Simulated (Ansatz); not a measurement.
Crystal: ZrC.

```
CELL_PARAMETERS angstrom
0.00000 2.36500 2.36500
2.36500 0.00000 2.36500
2.36500 2.36500 0.00000
ATOMIC_POSITIONS crystal
Zr 0.50000 0.50000 0.50000
C 0.00000 0.00000 0.00000
```

Program: Ansatz 0.2.0. Alike in all runs: cell as given; k mesh 10 × 10 × 10. Hardware: 1 thread of Arm Neoverse V1 (shared host).

Task: Order these runs on this cell by their wall time, lowest first.
A. task Wannier functions; level PBE; potentials or basis Ansatz PAW; spin off; cutoff (eV) 420; smearing fermi-dirac 0.1 eV
B. task Wannier functions; level revPBE; potentials or basis Ansatz PAW earlier set; spin collinear, ferromagnetic start; cutoff (eV) 820; smearing cold 0.005 eV; other keys hamiltonian.xc = revpbe; scf.occupations.method = cold; …
C. task single point; level PBE; potentials or basis Ansatz PAW; spin off; cutoff (eV) 420; smearing fermi-dirac 0.05 eV

Result: C (1.3 s), A (3.6 s), B (18 s).

Caveats: the starting moments weren't kept (some runs).
